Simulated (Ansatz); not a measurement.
Elastic constants of MgO at 11 GPa (stress–strain coefficients): input and output

These are results of Ansatz, DFT PBE, scalar-relativistic, plane waves, PAW, not measurements.

Launched with:
```bash
ansatz run input.yaml --threads 1 --pin off --max-ram 3072MiB --backend cpu --events-out ev --progress --plain --runs-dir out
```

Input (bare energies are in eV):
```yaml
crystal:
  lattice:
    - [3.429837335, 0.0, 0.0]
    - [-1.7149186675, 2.970326263, 0.0]
    - [0.0, 0.0, 4.1394144914]
  atoms:
    - { symbol: Mg, position: [0.6666666667, 0.3333333333, 0.75] }
    - { symbol: Mg, position: [0.3333333333, 0.6666666667, 0.25] }
    - { symbol: O, position: [0.6666666667, 0.3333333333, 0.25] }
    - { symbol: O, position: [0.3333333333, 0.6666666667, 0.75] }
basis:
  ecutwfc: 420
kpoints:
  mp_grid: { grid: [12, 12, 6] }
hamiltonian:
  xc: pbe
scf:
  occupations: { method: fixed }
output:
  forces: true
  stress: true
  eigenvalues: true
elastic:
  mode: relaxed_ion
  stencil: two_point
```

From the output:
```
--- Elastic constants: 3 strain directions × 2 members + reference (group order 24) ---
  dense FFT box of the reference and of every strained cell: 24×24×30
  strains applied: 11, 33, 23; error gains: componentwise 1.00 (the most a stress slope's error grows in a printed constant), spectral 1.41 (1 for all six strains in a standard setting)
  C = ∂σ_k/∂η_j (tension-positive GPa; Voigt order 11 22 33 23 13 12):
       222.409    180.577     92.499     -0.000     -0.000     -0.000
       180.577    222.409     92.499     -0.000     -0.000     -0.000
        92.538     92.538    328.930     -0.000     -0.000     -0.000
        -0.000      0.000     -0.000    118.871      0.000     -0.000
        -0.000     -0.000      0.000      0.000    118.871     -0.000
        -0.000     -0.000     -0.000     -0.000     -0.000     20.916
  reference stress σ⁰ (GPa):    -10.991    -10.991    -10.991     -0.000     -0.000     -0.000
  C* (energy form; C + prestress term) asymmetry max|C*_kj − C*_jk| = 3.874e-2 GPa — a small one proves nothing (zero by symmetry where the batch's group is 432, −43m or m−3m); a large one is finite-difference/SCF noise where every solve ...
  moduli (Voigt/Reuss/Hill, GPa): K = 167.22/167.11/167.16   G = 78.94/41.28/60.11   E = 161.02   ν = 0.339
  mechanically stable: yes (min eigenvalue of sym C = 20.92 GPa)
  strain η (Voigt 11):  stress-route row diagonal C_11 = 222.41 GPa, energy-path curvature d²(F+E_count+ΔE)/dδ²/Ω₀ = 222.54 GPa
         δ    σ_11 (GPa) F (eV) n_scf n_hpsi n_pw
    -2.000e-3     -11.4378       -4988.0264572      10   77694    840   relax 5 steps, max|allowed force component| 7.12e-6 eV/Å
     2.000e-3     -10.5482       -4988.0380155      10   77597    840   relax 3 steps, max|allowed force component| 2.50e-6 eV/Å
  strain η (Voigt 33):  stress-route row diagonal C_33 = 328.93 GPa, energy-path curvature d²(F+E_count+ΔE)/dδ²/Ω₀ = 329.97 GPa
         δ    σ_33 (GPa) F (eV) n_scf n_hpsi n_pw
    -2.000e-3     -11.6558       -4988.0263625       8   26583    840   relax 0 steps, max|allowed force component| 1.67e-16 eV/Å
     2.000e-3     -10.3401       -4988.0379562       7   28994    840   relax 0 steps, max|allowed force component| 5.57e-17 eV/Å
  strain η (Voigt 23):  stress-route row diagonal C_44 = 118.87 GPa, energy-path curvature d²(F+E_count+ΔE)/dδ²/Ω₀ = 124.52 GPa
         δ    σ_23 (GPa) F (eV) n_scf n_hpsi n_pw
    -2.000e-3      -0.2377       -4988.0323011      10  109216    840   relax 1 steps, max|allowed force component| 3.30e-5 eV/Å
     2.000e-3       0.2377       -4988.0323011      10  109189    840   relax 1 steps, max|allowed force component| 3.30e-5 eV/Å
```

Time: 86 s on 1 thread of Intel(R) Xeon(R) Platinum 8488C (Sapphire Rapids), with other jobs on the host, peak memory 0.49 GiB.

This form isn't the usual stable structure of the compound at low pressure.